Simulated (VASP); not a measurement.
Input of a VASP 6.6.1 run:

File INCAR:

```
PREC = Accurate
ENCUT = 600
EDIFF = 1E-7
ISMEAR = 1
SIGMA = 0.1
LREAL = False
LASPH = True
NELM = 80
ALGO = Normal
ISIF = 2
LWAVE = False
LCHARG = False
METAGGA = R2SCAN
LMIXTAU = True
IBRION = 2
NSW = 40
EDIFFG = -0.01
```

The input KPOINTS:

```
regular mesh
0
Gamma
  16 16 16
```

File POSCAR:

```
Mo                                      
1.0
   -1.5975444317      1.5975444317      1.5975444317
    1.5975444317     -1.5975444317      1.5975444317
    1.5975444317      1.5975444317     -1.5975444317
  Mo            
     1
Direct
     0.0000000000000000    0.0000000000000000    0.0000000000000000
```

Potentials or basis: VASP PAW PBE potentials, release 64 (Mo_sv).

Launch:

```sh
$ cat potpaw_PBE.64/Mo_sv/POTCAR > POTCAR
$ mpirun -np 1 vasp_std > vasp.out
```

Question: Estimate the band gap on the k mesh.

Answer: None (metal or under the smearing width).

Final structure:
```
CELL_PARAMETERS angstrom
-1.59754 1.59754 1.59754
1.59754 -1.59754 1.59754
1.59754 1.59754 -1.59754
ATOMIC_POSITIONS crystal
Mo 0.00000 0.00000 0.00000
```

Caveat: the relaxation stopped at its first step, so nothing moved.
